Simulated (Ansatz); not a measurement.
AlN:

```
Al N
1.0
     0.00000    2.18399    2.18399
     2.18399    0.00000    2.18399
     2.18399    2.18399    0.00000
Al N
1 1
Direct
  0.00000 0.00000 0.00000
  0.25000 0.25000 0.25000
```

Measurements of this composition are mostly on another form, of space group No. 186.

Base run:

| Quantity | Value |
| --- | --- |
| Program | Ansatz 0.2.0 |
| Functional | PBE |
| Potentials or basis | all-electron LAPW, scalar-relativistic |
| Cutoff | 378 eV (chosen from the basis error) |
| Basis error allowed | 0.001 eV/atom |
| k mesh | 10 × 10 × 10 |
| Occupations | fermi-dirac, width 0.05 eV |
| Spin | no spin polarisation |

Its results: band gap on the k mesh 3.32 eV, indirect (least direct gap 4.19 eV); pressure 4.8 GPa.

After a change of settings the same cell gave: band gap on the k mesh 3.68 eV, indirect (least direct gap 4.48 eV); pressure 7.9 GPa. Which change was it?
A. functional from PBE to RPBE
B. functional from PBE to BLYP; occupations from fermi-dirac, width 0.05 eV to tetrahedron
C. occupations from fermi-dirac, width 0.05 eV to gaussian, width 0.019 eV

B.

Caveats: with tetrahedron occupations forces and stress needn't match the slope of the energy (some runs).
